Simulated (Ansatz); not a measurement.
# From the elastic tensor of HfN at 3 GPa (stress–strain coefficients) to moduli and sound speeds

Theory: Ansatz, DFT LDA, scalar-relativistic, plane waves, PAW. Settings: 420 eV plane-wave cutoff, Γ-centred 16×16×16 mesh, Fermi-Dirac smearing of 0.15 eV. No spin polarisation.

Symmetry: Fm-3m, No. 225, cubic system. Conventional cell: a = 4.454 Å, b = 4.454 Å, c = 4.454 Å, α = 90.00°, β = 90.00°, γ = 90.00°. Hf (site symmetry m-3m) has 6 N at 2.23 Å as nearest neighbours. N (site symmetry m-3m) has 6 Hf at 2.23 Å as nearest neighbours.

In a metal, frequencies and elastic constants depend on the k mesh and the smearing, soft modes and shear constants most. Spin polarisation was left out, and a magnetic state may lie lower. Spin–orbit coupling is left out, which can shift energies with elements as heavy as these.

Relaxed-ion constants (GPa, on the Cartesian axes of the calculation):
```
704.4 118.0 118.0   0.0   0.0   0.0
118.0 704.4 118.0   0.0   0.0   0.0
118.0 118.0 704.4   0.0   0.0   0.0
  0.0   0.0   0.0 131.8   0.0   0.0
  0.0   0.0   0.0   0.0 131.8   0.0
  0.0   0.0   0.0   0.0   0.0 131.8
```

Density 14.468 g/cm³; 2 atoms in 22.09 Å³.

The values that follow are for a polycrystal of randomly turned grains, by Hill's mean where one number stands.

With S = C⁻¹: B_V = (C11+C22+C33+2(C12+C13+C23))/9, G_V = (C11+C22+C33−C12−C13−C23+3(C44+C55+C66))/15, 1/B_R = S11+S22+S33+2(S12+S13+S23), 15/G_R = 4(S11+S22+S33−S12−S13−S23)+3(S44+S55+S66); Hill is their mean. Then v_l = √((B+4G/3)/ρ), v_t = √(G/ρ), v_m = [(2/v_t³+1/v_l³)/3]^(−1/3) and Θ = (ħ/k_B)·v_m·(6π²n/V)^(1/3) for n atoms in the volume V; E = 9BG/(3B+G), ν = (3B−2G)/(2(3B+G)) and A^U = 5G_V/G_R + B_V/B_R − 6.

```json
{
 "Bulk modulus, Voigt / Reuss / Hill": "313.5 / 313.5 / 313.5 GPa",
 "Shear modulus, Voigt / Reuss / Hill": "196.3 / 169.0 / 182.7 GPa",
 "Young's modulus": "459 GPa",
 "Poisson ratio": "0.256",
 "Pugh ratio B/G": "1.72",
 "Universal anisotropy index": "0.81",
 "Longitudinal and transverse sound speeds": "6205 and 3553 m/s",
 "Debye temperature from the mean sound speed": "528 K"
}
```

Cost: 1 run of about 1.6 core-minutes, on Arm Neoverse V2 (shared hosts).

HfN is very stiff along the cube axes but much softer in shear on the cube faces: C11 is 704.4 GPa, against 131.8 GPa for C44. The contrast follows from the rocksalt bonding. Axial strain stretches the Hf–N contacts directly, working against strong N 2p–Hf 5d σ overlap and short-range repulsion, whereas the C44 shear mainly bends bond angles. This also explains the wide gap between the Voigt and Reuss shear moduli, while the bulk modulus is unaffected, as cubic symmetry requires.

C12 lies below C44 even before the pressure correction to the Cauchy relation, which suggests directional, non-central forces despite the metallic d electrons. The Pugh ratio of 1.72 is too near the customary dividing line to settle whether the material is brittle or ductile. The cubic elastic stability conditions are met at this pressure, but that covers only homogeneous strain and doesn't exclude phonon instabilities at finite wavevector. The heavy Hf atoms keep the sound speeds moderate despite the large moduli.
